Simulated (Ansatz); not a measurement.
Wanted: the native input for an Ansatz 0.2.0 run.

| Item | Value |
| --- | --- |
| Task | projected density of states |
| Functional | PBEsol |
| Potentials or basis | Ansatz PAW |
| Cutoff | 420 eV (not typed: the program's choice for these potentials) |
| k mesh | 10 × 10 × 3 |
| Occupations | fermi-dirac, width 0.05 eV |
| Spin | no spin polarisation |
| Hubbard terms | Mo d U = 5 eV |
| Hubbard projectors | ortho-atomic (the default) |
| Double counting | fll (the default) |

The system is MoS2.

```
Mo S
1.0
     3.16900    0.00000    0.00000
    -1.58450    2.74443    0.00000
     0.00000    0.00000   12.32400
Mo S
2 4
Direct
  0.66667 0.33333 0.75000
  0.33333 0.66667 0.25000
  0.66667 0.33333 0.37700
  0.33333 0.66667 0.87700
  0.66667 0.33333 0.12300
  0.33333 0.66667 0.62300
```

The input as run:

input.yaml

```yaml
crystal:
  lattice:
    - [3.169, 0.0, 0.0]
    - [-1.5845, 2.7444345046, 0.0]
    - [0.0, 0.0, 12.324]
  atoms:
    - { symbol: Mo, position: [0.6666666667, 0.3333333333, 0.75] }
    - { symbol: Mo, position: [0.3333333333, 0.6666666667, 0.25] }
    - { symbol: S, position: [0.6666666667, 0.3333333333, 0.377] }
    - { symbol: S, position: [0.3333333333, 0.6666666667, 0.877] }
    - { symbol: S, position: [0.6666666667, 0.3333333333, 0.123] }
    - { symbol: S, position: [0.3333333333, 0.6666666667, 0.623] }
hamiltonian:
  xc: pbesol
  pseudopotentials: { kind: paw }
  hubbard: { sites: [{ species: Mo, l: d, u_eff: 5.0 }] }
kpoints:
  mp_grid: { grid: [10, 10, 3] }
scf:
  occupations: { method: fermi_dirac, width: 0.05 }
  n_extra_bands: 15
output:
  forces: true
  stress: true
  eigenvalues: true
  dos: { projected: true, de: 0.05, nscf_kmesh: { grid: [15, 15, 5] } }
```

Potentials or basis: Ansatz PAW.

Command:

```bash
$ ansatz run input.yaml --threads 2 --pin off --max-ram 5632MiB --backend cpu --events-out ev --progress --plain --runs-dir out
```

Results of the run:

```json
{
 "Pressure": "-2.9 GPa",
 "Largest force": "0.328 eV/Å",
 "Band gap on the k mesh": "1.02 eV, indirect (least direct gap 1.61 eV)"
}
```

Caveat: odd divisions of the mesh miss points on the zone boundary, where band edges often lie, so the gap on the mesh can be too wide; this functional lacks dispersion, which binds the layers, so the pressure and a relaxed spacing across them are unreliable; the PAW data sets come from PBE, with cores solved anew for the run's functional, which leaves a small shift of forces and pressure.

Run time: 24 s on 2 threads of Intel(R) Xeon(R) Processor @ 2.50GHz (Skylake/Cascade Lake) (shared host), peak memory 0.6 GiB.
